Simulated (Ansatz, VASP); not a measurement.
**Sb in VASP and in Ansatz**

File INCAR:

```
PREC     = Accurate       # precision mode
ENCUT    = 600            # plane-wave cutoff, eV
EDIFF    = 1E-7           # SCF threshold, eV
ISMEAR   = 0              # smearing method
SIGMA    = 0.1            # smearing width, eV
LREAL    = F              # projectors in reciprocal space
LASPH    = T              # aspherical terms in the spheres
NELM     = 100            # most SCF steps
ALGO     = Normal         # electronic algorithm
ISIF     = 4              # what is computed and relaxed
LWAVE    = F              # write WAVECAR
LCHARG   = F              # write CHGCAR
GGA      = PE             # functional
IBRION   = 2              # ionic algorithm
NSW      = 50             # ionic steps
EDIFFG   = -0.01          # ionic threshold
```

KPOINTS

```
regular mesh
0
Gamma
  12 12 12
```

The input POSCAR:

```
Sb
1.0
    2.2155604289      1.2791544100      3.9720186277
   -2.2155604289      1.2791544100      3.9720186277
    0.0000000000     -2.5583088201      3.9720186277
Sb
2
Direct
    0.2311405941      0.2311405941      0.2311405941
    0.7688594059      0.7688594059      0.7688594059
```

Input for Ansatz:

```yaml
crystal:
  lattice:
    - [2.2155604289, 1.27915441, 3.9720186277]
    - [-2.2155604289, 1.27915441, 3.9720186277]
    - [0.0, -2.5583088201, 3.9720186277]
  atoms:
    - { symbol: Sb, position: [0.2311405941, 0.2311405941, 0.2311405941] }
    - { symbol: Sb, position: [0.7688594059, 0.7688594059, 0.7688594059] }
basis:
  ecutwfc: 420
kpoints:
  mp_grid: { grid: [12, 12, 12] }
hamiltonian:
  xc: pbe
scf:
  occupations: { method: gaussian, width: 0.1 }
output:
  forces: true
  stress: true
  eigenvalues: true
relax:
  adjacent_minimum: "off"
  f_tol: 0.01
  max_steps: 30
  cell: { stress_tol: 0.1, fix: [volume] }
```

Alike in both runs: task relaxation of shape and atoms at fixed volume; functional PBE; k mesh 12 × 12 × 12; occupations gaussian, width 0.1 eV; no spin polarisation.

|  | VASP | Ansatz |
| --- | --- | --- |
| version | VASP 6.6.1 | Ansatz 0.2.0 |
| potentials or method | VASP PAW PBE potentials, release 64 (Sb) | scalar-relativistic, plane waves, PAW |
| plane-wave cutoff (eV) | 600 | 420 |
| valence electrons in the cell | 10 | 30 |

Ansatz gave:

| Property | Result |
| --- | --- |
| gap on the k mesh at the Fermi level, each at its own relaxed structure (eV) | none |
| relaxed volume (Å³/atom) | 33.77 |
| relaxed cell length with the largest relative difference (Å) | 4.761 |
| energy change over the relaxation (meV/atom) | -2 |

**Question.** What did VASP give for the same quantities?

**Answer.** gap on the k mesh at the Fermi level, each at its own relaxed structure (eV): none; relaxed volume (Å³/atom): 33.77; relaxed cell length with the largest relative difference (Å): 4.752; energy change over the relaxation (meV/atom): -1.

A gap of «none» marks a metal or a gap that the smearing closes. The two sets of potentials don't hold the same shells in valence.

Spin-orbit coupling is left out, which matters for the levels of Sb.
